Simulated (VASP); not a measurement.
# InP (strained zincblende): one PBE single-point calculation in two programs

```
In P
1.0
     0.00000    2.95379    2.83564
     2.95379    0.00000    2.83564
     2.95379    2.95379    0.00000
In P
1 1
Direct
  0.00000 0.00000 0.00000
  0.25000 0.25000 0.25000
```

Datasets and cutoffs are each program's own. VASP's cell holds 18 valence electrons and Ansatz's 18. Ansatz's stress includes a Pulay correction; VASP's doesn't.

Cutoffs: 520 eV in VASP, 420 eV in Ansatz. k meshes: 8×8×8 and 8×8×8.

```json
{"": "gap between bands v and c", "VASP": "0.68 eV", "Ansatz": "0.68 eV"}
{"": "least direct gap", "VASP": "0.68 eV", "Ansatz": "0.68 eV"}
{"": "pressure", "VASP": "4.6 GPa", "Ansatz": "4.6 GPa"}
```

Band v is the last that the valence electrons fill when counted band by band, and c is the next. Levels in eV from the top of v, Ansatz:

```csv
point,v−1,v,c,c+1
Γ,-0.18,0.00,0.68,3.94
X,-2.65,-2.65,1.47,1.90
K,-3.51,-2.02,2.34,4.42
L,-1.25,-0.98,1.40,4.55
W,-3.13,-3.10,4.07,4.20
```

VASP:

| point | v−1 | v | c | c+1 |
| --- | --- | --- | --- | --- |
| Γ | -0.18 | 0.00 | 0.68 | 3.94 |
| X | -2.65 | -2.65 | 1.47 | 1.90 |
| K | -3.51 | -2.02 | 2.34 | 4.42 |
| L | -1.25 | -0.98 | 1.40 | 4.55 |
| W | -3.13 | -3.10 | 4.07 | 4.20 |
